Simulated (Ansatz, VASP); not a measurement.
# One calculation of GaP, two programs

INCAR

```
PREC = Accurate
ENCUT = 520
EDIFF = 1E-6
ISMEAR = 0
SIGMA = 0.01
LREAL = F
LASPH = T
NELM = 100
ALGO = Normal
ISIF = 2
LWAVE = F
LCHARG = T
GGA = CA
LELF = T
LVHAR = T
NBANDS = 16
```

KPOINTS

```
regular mesh
0
Gamma
  8 8 8
```

The input POSCAR:

```
GaP
1.0
    2.7226439307      2.7226439307      0.0000000000
   -2.7226439307      2.7226439307      0.0000000000
    0.0000000000      2.7226439307      2.6711840882
Ga P
1 1
Direct
    0.0000000000      0.0000000000      0.0000000000
    0.7500000000      0.2500000000      0.5000000000
```

Input for Ansatz:

```yaml
crystal:
  lattice:
    - [2.72264393066, 2.72264393066, 0.0]
    - [-2.72264393066, 2.72264393066, 0.0]
    - [0.0, 2.72264393066, 2.67118408815]
  atoms:
    - { symbol: Ga, position: [0.0, 0.0, 0.0] }
    - { symbol: P, position: [0.75, 0.25, 0.5] }
kpoints:
  mp_grid: { grid: [8, 8, 8] }
scf:
  occupations: { method: fixed }
  convergence: { dr2_threshold: 1.0e-10 }
hamiltonian:
  xc: lda
  pseudopotentials: { kind: all_electron, lapw: { basis_error: 0.0005 } }
output:
  forces: true
  stress: true
  eigenstates:
    kpoints:
      - [0.0, 0.0, 0.0]
      - [0.428941029, -0.428941029, 0.0]
      - [0.428941029, 0.428941029, 0.428941029]
      - [0.0, 0.0, 0.428941029]
      - [0.5, 0.0, 0.0]
      - [0.0, 0.5, 0.5]
      - [0.0, -0.5, 0.0]
      - [0.5, 0.0, 0.5]
      - [-0.5, -0.5, -0.5]
      - [-0.5, 0.5, 0.0]
      - [0.0, 0.0, -0.5]
  eigenvalues: true
```

Change from the starting cell: film at in-plane strain +0.01.

Alike in both runs: task single point; functional LDA; k mesh 8 × 8 × 8; no spin polarisation.

```csv
,VASP,Ansatz
version,VASP 6.6.1,Ansatz 0.2.0
potentials or method,"VASP PAW LDA potentials, release 64 (Ga_d, P)","all-electron LAPW, scalar-relativistic"
plane-wave cutoff (eV),520,see its input
occupations,"gaussian, width 0.01 eV",fixed
```

|  | VASP | Ansatz | Ansatz less VASP |
| --- | --- | --- | --- |
| gap on the k mesh at the Fermi level (eV) | 1.27 | 1.27 | -0.002 |
| pressure (GPa) | -0.9 | -0.9 | -0.06 |
| largest component of the traceless stress (GPa) | 0.96 | 0.96 | 0.000 |

Ansatz ran all-electron here, so the differences hold the error of VASP's frozen core and of both bases.

A k mesh can miss the band edges.
